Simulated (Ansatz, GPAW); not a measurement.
This is a calculation of CuO (Tenorite) for Ansatz 0.2.0. 

The input input.yaml:

```yaml
crystal:
  lattice:
    - [2.34185, -1.7113, 0.0]
    - [2.34185, 1.7113, 0.0]
    - [-0.8500274268, 0.0, 5.0578693947]
  atoms:
    - { symbol: Cu, position: [0.5, 0.0, 0.5] }
    - { symbol: Cu, position: [0.0, 0.5, 0.0] }
    - { symbol: O, position: [0.4184, 0.5816, 0.75] }
    - { symbol: O, position: [0.5816, 0.4184, 0.25] }
hamiltonian:
  xc: pbe
  pseudopotentials: { kind: paw }
kpoints:
  mp_grid: { grid: [10, 10, 5] }
scf:
  occupations: { method: fermi_dirac, width: 0.05 }
output:
  forces: true
  stress: true
  eigenvalues: true
```

Potentials or basis: Ansatz PAW.

Command:

```console
$ ansatz run input.yaml --threads 1 --pin off --max-ram 3584MiB --backend cpu --events-out ev --progress --plain --runs-dir out
```

What does the same run look like in GPAW 26.7.0 (ASE script)? Potentials or basis there: GPAW PAW data sets (gpaw-data 1.2.1), cutoff 800 eV.

As run (cutoffs and basis follow the program's own potentials, and thresholds, step limits or extra output files can differ):

run.py

```python
from ase import Atoms
from ase.dft.bandgap import bandgap
from ase.io import write
from ase.units import GPa
from gpaw import GPAW, PW

atoms = Atoms(['Cu', 'Cu', 'O', 'O'],
              cell=[[2.34185, -1.7113, 0.0],
                    [2.34185, 1.7113, 0.0],
                    [-0.8500274268, 0.0, 5.0578693947]],
              scaled_positions=[[0.5, 0.0, 0.5],
                                [0.0, 0.5, 0.0],
                                [0.4184, 0.5816, 0.75],
                                [0.5816, 0.4184, 0.25]],
              pbc=True)

calc = GPAW(mode=PW(800),
            xc='PBE',
            kpts={'size': (10, 10, 5), 'gamma': True},
            occupations={'name': 'fermi-dirac', 'width': 0.05},
            nbands=33,
            convergence={'density': 1e-05, 'energy': 1e-05},
            maxiter=150,
            txt='gpaw.txt')
atoms.calc = calc
energy = atoms.get_potential_energy()
forces = atoms.get_forces()
stress = atoms.get_stress()
calc.write('gs.gpw')
write('result.traj', atoms)
print(f'Energy: {energy:.6f} eV')
print('Forces (eV/A):')
print(forces.round(4))
print('Stress (GPa):', (stress / GPa).round(3))
print('Fermi level:', round(calc.get_fermi_level(), 4), 'eV')
print(f'Gap: {bandgap(calc)[0]:.4f} eV, direct: {bandgap(calc, direct=True)[0]:.4f} eV')
```

Potentials or basis: GPAW PAW data sets (gpaw-data 1.2.1), pw.

Command:

```console
$ OMP_NUM_THREADS=1 python run.py
```

Both were run:

|  | Ansatz | GPAW |
| --- | --- | --- |
| Pressure | 5.7 GPa | 7.9 GPa |

Ansatz's pressure holds a Pulay term of +0.72 GPa for its cutoff of 420 eV, which the other run lacks.

The potentials hold 50 and 34 valence electrons a cell.

Where Ansatz's input types no cutoff or centring, it takes its own default and a Γ-centred mesh.

Pressure is positive in compression.
